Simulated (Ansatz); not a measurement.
**GaP: energy over volume and cell shape, part 1 of 2**

How does the energy of GaP (R-3m, No. 166; 4 atoms in the cell) change over two coordinates at once? A grid of runs gives the map.

Computed with Ansatz 0.2.0 (DFT PBE, scalar-relativistic, plane waves, PAW, unless a step's input says otherwise).

12 further runs of the same task are left out: 12 set aside as unsound or not needed.

### 1 The system as given

Symmetry: R-3m, No. 166, trigonal system. The conventional cell has a = 3.885 Å, b = 3.885 Å, c = 19.306 Å, α = 90.00°, β = 90.00°, γ = 120.00°. Around Ga (site symmetry 3m) lie 3 P at 2.40 Å and 1 Ga at 2.49 Å. P (site symmetry 3m) is surrounded by 1 P at 2.22 Å and 3 Ga at 2.40 Å.

As a file:

```
CELL_PARAMETERS angstrom
1.94241 1.12145 6.43532
-1.94241 1.12145 6.43532
0.00000 -2.24290 6.43532
ATOMIC_POSITIONS crystal
Ga 0.43558 0.43558 0.43558
Ga 0.56442 0.56442 0.56442
P 0.05751 0.05751 0.05751
P 0.94249 0.94249 0.94249
```

It goes back to an entry of the Materials Project, which need not be the stable form.

This cell was relaxed beforehand with the same method: volume 21.03 Å³/atom, gap on the mesh 0.93 eV.

### 2 Reference cell

input.yaml reads:

```yaml
crystal:
  lattice:
    - [1.9424061006, 1.121448685, 6.4353246262]
    - [-1.9424061006, 1.121448685, 6.4353246262]
    - [0.0, -2.2428973701, 6.4353246262]
  atoms:
    - { symbol: Ga, position: [0.4355841032, 0.4355841032, 0.4355841032] }
    - { symbol: Ga, position: [0.5644158968, 0.5644158968, 0.5644158968] }
    - { symbol: P, position: [0.0575077006, 0.0575077006, 0.0575077006] }
    - { symbol: P, position: [0.9424922994, 0.9424922994, 0.9424922994] }
basis:
  ecutwfc: 420
kpoints:
  mp_grid: { grid: [9, 9, 9] }
hamiltonian:
  xc: pbe
  pseudopotentials: { kind: paw, azcp: { folder: soft_1 } }
scf:
  occupations: { method: gaussian, width: 0.05 }
output:
  forces: true
  stress: true
  eigenvalues: true
```

Launch:

```sh
$ ansatz run input.yaml --threads 1 --pin off --max-ram 2048MiB --backend cpu --events-out ev --progress --plain --runs-dir out
```

Output (excerpt; [...] marks lines left out):

```text
Warning: RAYON_NUM_THREADS=1 ignored (pool sized by the plan → 1); use --threads N
[...]
Pseudopotentials: kind: paw
Pseudopotential: Ga, paw, valence charge 13, recommended cutoff 420 eV (normal), <dir>
Pseudopotential: P, paw, valence charge 5, recommended cutoff 420 eV (normal), <dir>
Functional definition: PBE
[...]
Crystal: 4 atoms, lattice volume = 84.109 Å³
Basis set: ecut = 420 eV, 1677 PW (Γ), FFT grids on a1−a3, a2−a3, a3, exchange–correlation on 54×54×96 points (8 copies of the dense FFT grid, shifted against one another)
Bands: 22, of which v1, the nominal top of the filled ones, is band 18 counted from 1 (17 counted from 0)
Symmetry: 12 space group operations
Space group: R-3m (ITA 166), of the structure as read, at distance tolerance 4.4e-5 Å
k-points: 85 of 729
[...]
SCF iter   1: F=—  HF=-9078.848676 eV  |F-HF|=—  |Δ(HF+E_count)|=         —  Δρ=4.31e-2  dr2=1.31e0  ethr=3.10e-3  ⟨swp⟩=7.1  Hψ=10097  notcnv=0
[...]
SCF iter   8: F=-9078.605535 eV  HF=-9078.605534 eV  |F-HF|=2.36e-7  |Δ(HF+E_count)|=   3.14e-6  Δρ=9.73e-6  dr2=8.68e-8  ethr=2.78e-10  ⟨swp⟩=9.1  Hψ=10180  notcnv=0
[...]
SCF converged after 8 iterations
Free energy (F): -9078.605535 eV
[...]
E sigma→0 (E₀):  -9078.605535 eV
Fermi energy:    7.410005 eV
[...]
--- Forces (eV/Å), atoms counted from 1 ---
  atom   1  Ga     0.00000000     0.00000000    -0.00074067
  atom   2  Ga     0.00000000    -0.00000000     0.00074067
  atom   3  P      0.00000000    -0.00000000     0.00133470
  atom   4  P      0.00000000     0.00000000    -0.00133470
[...]
--- Stress (GPa, compression-positive) ---
       -0.004218       0.000000       0.000000
        0.000000      -0.004218      -0.000000
        0.000000      -0.000000       0.005492
  P = ⅓ Tr σ = -0.0010 GPa (-0.010 kbar)
--- Band table (eV; the first three rows and the last of 85) ---
  k-point 0: bands = ["-7.7889", "-7.6596", "-7.6596", "-7.6450", "-7.6450", "-7.5940", "-7.5940", "-7.4709", "-7.4709", "-7.4581", "-6.1578", "-3.4746", "-0.2051", "5.1721", "5.1721", "6.6816", "6.9486", "6.9486", "8.1114", "8.4354", "9.6901", "10.6130"]
[...]
```

Run time: 9.8 s. Hardware: 1 thread of Intel Xeon Platinum 8259CL at 2.50GHz (Skylake/Cascade Lake), shared host; peak memory 0.47 GiB.

### 3 Plan of the scan

The energy is mapped over volume and the cell's shape.

- volume per atom: 7 values from 17.66 to 24.39 Å³
- c/a of the conventional cell: 7 values from 4.405 to 5.606

Nothing else is relaxed (fractional coordinates fixed). Energies count from the relaxed crystal. Points are written as (first, second).

Below, 8 of the grid's runs; all are launched alike.

### 4 The run at (22.15 Å³, 4.405)

input.yaml, as its differences from that of step 2:

```diff
@@ -2,5 +2,5 @@
   lattice:
-    - [1.9424061006, 1.121448685, 6.4353246262]
-    - [-1.9424061006, 1.121448685, 6.4353246262]
-    - [0.0, -2.2428973701, 6.4353246262]
+    - [2.0574043777, 1.1878429713, 6.0420480161]
+    - [-2.0574043777, 1.1878429713, 6.0420480161]
+    - [0.0, -2.3756859426, 6.0420480161]
   atoms:
```

Launch:

```sh
$ ansatz run input.yaml --threads 1 --pin off --max-ram 2048MiB --backend cpu --events-out ev --progress --plain --runs-dir out
```

Output (excerpt; [...] marks lines left out):

```text
Warning: RAYON_NUM_THREADS=1 ignored (pool sized by the plan → 1); use --threads N
[...]
[... 4 set-up lines as earlier in the session ...]
[...]
Crystal: 4 atoms, lattice volume = 88.596 Å³
Basis set: ecut = 420 eV, 1707 PW (Γ), FFT grids on a1−a3, a2−a3, a3, exchange–correlation on 60×60×90 points (8 copies of the dense FFT grid, shifted against one another)
Bands: 22, of which v1, the nominal top of the filled ones, is band 18 counted from 1 (17 counted from 0)
[... 1 set-up line as earlier in the session ...]
Space group: R-3m (ITA 166), of the structure as read, at distance tolerance 4.5e-5 Å
k-points: 85 of 729
[...]
SCF iter   1: F=—  HF=-9078.390553 eV  |F-HF|=—  |Δ(HF+E_count)|=         —  Δρ=4.13e-2  dr2=1.30e0  ethr=3.10e-3  ⟨swp⟩=7.3  Hψ=10287  notcnv=0
[...]
SCF iter   8: F=-9078.117333 eV  HF=-9078.117333 eV  |F-HF|=2.49e-8  |Δ(HF+E_count)|=   4.53e-6  Δρ=6.43e-6  dr2=8.22e-8  ethr=2.78e-10  ⟨swp⟩=6.7  Hψ=11309  notcnv=0
[...]
SCF converged after 8 iterations
Free energy (F): -9078.117333 eV
[...]
E sigma→0 (E₀):  -9078.117306 eV
Entropy (-TS):   -0.000054 eV (-0.013 meV/atom)
Fermi energy:    6.447765 eV
[...]
--- Forces (eV/Å), atoms counted from 1 ---
  atom   1  Ga     0.00000000    -0.00000000    -0.96715789
  atom   2  Ga     0.00000000     0.00000000     0.96715789
  atom   3  P      0.00000000     0.00000000     1.78779426
  atom   4  P      0.00000000    -0.00000000    -1.78779426
[...]
--- Stress (GPa, compression-positive) ---
       -7.653518       0.000000       0.000000
        0.000000      -7.653518       0.000000
        0.000000       0.000000      13.796487
  P = ⅓ Tr σ = -0.5035 GPa (-5.035 kbar)
--- Band table (eV; the first three rows and the last of 85) ---
[... band rows left out ...]
[...]
```

Run time: 12 s. Hardware: 1 thread of Intel Xeon Platinum 8259CL at 2.50GHz (Skylake/Cascade Lake), shared host; peak memory 0.45 GiB.

On the map this point reads 122 meV/atom.

### 5 Grid point (24.39 Å³, 4.774)

input.yaml, as its differences from that of step 4:

```diff
@@ -2,5 +2,5 @@
   lattice:
-    - [2.0574043777, 1.1878429713, 6.0420480161]
-    - [-2.0574043777, 1.1878429713, 6.0420480161]
-    - [0.0, -2.3756859426, 6.0420480161]
+    - [2.0684638704, 1.1942281724, 6.5829552163]
+    - [-2.0684638704, 1.1942281724, 6.5829552163]
+    - [0.0, -2.3884563448, 6.5829552163]
   atoms:
```

Launch:

```sh
$ ansatz run input.yaml --threads 1 --pin off --max-ram 2048MiB --backend cpu --events-out ev --progress --plain --runs-dir out
```

Output (excerpt; [...] marks lines left out):

```text
Warning: RAYON_NUM_THREADS=1 ignored (pool sized by the plan → 1); use --threads N
[...]
[... 4 set-up lines as earlier in the session ...]
[...]
Crystal: 4 atoms, lattice volume = 97.568 Å³
Basis set: ecut = 420 eV, 1889 PW (Γ), FFT grids on a1−a3, a2−a3, a3, exchange–correlation on 60×60×96 points (8 copies of the dense FFT grid, shifted against one another)
Bands: 22, of which v1, the nominal top of the filled ones, is band 18 counted from 1 (17 counted from 0)
[... 1 set-up line as earlier in the session ...]
Space group: R-3m (ITA 166), of the structure as read, at distance tolerance 4.6e-5 Å
k-points: 85 of 729
[...]
SCF iter   1: F=—  HF=-9078.410288 eV  |F-HF|=—  |Δ(HF+E_count)|=         —  Δρ=3.73e-2  dr2=1.09e0  ethr=3.10e-3  ⟨swp⟩=7.0  Hψ=9994  notcnv=0
[...]
SCF iter   8: F=-9078.229731 eV  HF=-9078.229731 eV  |F-HF|=3.35e-7  |Δ(HF+E_count)|=   4.80e-6  Δρ=8.81e-6  dr2=8.82e-8  ethr=2.78e-10  ⟨swp⟩=6.2  Hψ=10151  notcnv=0
[...]
SCF converged after 8 iterations
Free energy (F): -9078.229731 eV
[...]
E sigma→0 (E₀):  -9078.229731 eV
Fermi energy:    5.489817 eV
[...]
--- Forces (eV/Å), atoms counted from 1 ---
  atom   1  Ga     0.00000000     0.00000000    -0.28436948
  atom   2  Ga     0.00000000    -0.00000000     0.28436948
  atom   3  P     -0.00000000     0.00000000    -0.00981256
  atom   4  P      0.00000000     0.00000000     0.00981256
[...]
--- Stress (GPa, compression-positive) ---
       -8.179169       0.000000       0.000000
        0.000000      -8.179169      -0.000000
        0.000000      -0.000000      -4.839446
  P = ⅓ Tr σ = -7.0659 GPa (-70.659 kbar)
--- Band table (eV; the first three rows and the last of 85) ---
[... band rows left out ...]
[...]
```

Wall time 11 s (1 thread of Intel Xeon Platinum 8259CL at 2.50GHz (Skylake/Cascade Lake), shared host); peak memory 0.49 GiB.

On the map this point reads 94 meV/atom.

### 6 Grid point (17.66 Å³, 4.405)

input.yaml, as its differences from that of step 5:

```diff
@@ -2,5 +2,5 @@
   lattice:
-    - [2.0684638704, 1.1942281724, 6.5829552163]
-    - [-2.0684638704, 1.1942281724, 6.5829552163]
-    - [0.0, -2.3884563448, 6.5829552163]
+    - [1.9079036617, 1.1015286926, 5.60300428]
+    - [-1.9079036617, 1.1015286926, 5.60300428]
+    - [0.0, -2.2030573853, 5.60300428]
   atoms:
```

Launch:

```sh
$ ansatz run input.yaml --threads 1 --pin off --max-ram 2048MiB --backend cpu --events-out ev --progress --plain --runs-dir out
```

Output (excerpt; [...] marks lines left out):

```text
Warning: RAYON_NUM_THREADS=1 ignored (pool sized by the plan → 1); use --threads N
[...]
[... 4 set-up lines as earlier in the session ...]
[...]
Crystal: 4 atoms, lattice volume = 70.652 Å³
Basis set: ecut = 420 eV, 1393 PW (Γ), FFT grids on a1−a3, a2−a3, a3, exchange–correlation on 54×54×90 points (8 copies of the dense FFT grid, shifted against one another)
Bands: 22, of which v1, the nominal top of the filled ones, is band 18 counted from 1 (17 counted from 0)
[... 1 set-up line as earlier in the session ...]
Space group: R-3m (ITA 166), of the structure as read, at distance tolerance 4.1e-5 Å
k-points: 85 of 729
[...]
SCF iter   1: F=—  HF=-9077.535557 eV  |F-HF|=—  |Δ(HF+E_count)|=         —  Δρ=5.13e-2  dr2=1.69e0  ethr=3.10e-3  ⟨swp⟩=7.6  Hψ=10545  notcnv=0
[...]
SCF iter   9: F=-9077.112548 eV  HF=-9077.112548 eV  |F-HF|=4.27e-9  |Δ(HF+E_count)|=   2.86e-7  Δρ=2.41e-6  dr2=3.41e-9  ethr=2.78e-10  ⟨swp⟩=7.6  Hψ=9396  notcnv=0
[...]
SCF converged after 9 iterations
Free energy (F): -9077.112548 eV
[...]
E sigma→0 (E₀):  -9077.112548 eV
Fermi energy:    9.485464 eV
[...]
--- Forces (eV/Å), atoms counted from 1 ---
  atom   1  Ga    -0.00000000     0.00000000    -1.91224240
  atom   2  Ga     0.00000000    -0.00000000     1.91224240
  atom   3  P     -0.00000000    -0.00000000     4.57162624
  atom   4  P      0.00000000     0.00000000    -4.57162624
[...]
--- Stress (GPa, compression-positive) ---
        7.351701       0.000000       0.000000
        0.000000       7.351701      -0.000000
        0.000000      -0.000000      53.575690
  P = ⅓ Tr σ = 22.7597 GPa (227.597 kbar)
--- Band table (eV; the first three rows and the last of 85) ---
[... band rows left out ...]
[...]
```

Run time: 8.7 s. Hardware: 1 thread of Intel Xeon Platinum 8259CL at 2.50GHz (Skylake/Cascade Lake), shared host; peak memory 0.45 GiB.

That is 373 meV/atom from the zero.

### 7 The run at (19.91 Å³, 4.774)

input.yaml, as its differences from that of step 6:

```diff
@@ -2,5 +2,5 @@
   lattice:
-    - [1.9079036617, 1.1015286926, 5.60300428]
-    - [-1.9079036617, 1.1015286926, 5.60300428]
-    - [0.0, -2.2030573853, 5.60300428]
+    - [1.9329775155, 1.1160050889, 6.1517653756]
+    - [-1.9329775155, 1.1160050889, 6.1517653756]
+    - [0.0, -2.2320101778, 6.1517653756]
   atoms:
```

Launch:

```sh
$ ansatz run input.yaml --threads 1 --pin off --max-ram 2048MiB --backend cpu --events-out ev --progress --plain --runs-dir out
```

Output (excerpt; [...] marks lines left out):

```text
[...]
SCF converged after 8 iterations
Free energy (F): -9078.475750 eV
[...]
E sigma→0 (E₀):  -9078.475750 eV
Fermi energy:    8.082427 eV
[...]
--- Forces (eV/Å), atoms counted from 1 ---
  atom   1  Ga    -0.00000000    -0.00000000    -0.29467265
  atom   2  Ga     0.00000000     0.00000000     0.29467265
  atom   3  P     -0.00000000    -0.00000000     0.85376551
  atom   4  P      0.00000000     0.00000000    -0.85376551
[...]
--- Stress (GPa, compression-positive) ---
        1.697366       0.000000       0.000000
        0.000000       1.697366      -0.000000
        0.000000      -0.000000      11.744716
  P = ⅓ Tr σ = 5.0465 GPa (50.465 kbar)
--- Band table (eV; the first three rows and the last of 85) ---
  k-point 0: bands = ["-7.2434", "-7.0622", "-7.0622", "-7.0284", "-7.0284", "-6.9730", "-6.9730", "-6.8179", "-6.8179", "-6.8027", "-5.9768", "-2.7794", "0.0959", "5.5170", "5.5170", "7.4569", "7.6261", "7.6261", "8.5419", "9.7466", "10.6954", "11.1122"]
[...]
```

Wall time 10 s (1 thread of Intel Xeon Platinum 8259CL at 2.50GHz (Skylake/Cascade Lake), shared host); peak memory 0.46 GiB.

On the map this point reads 32 meV/atom.

(Continued in part 2 of 2.)
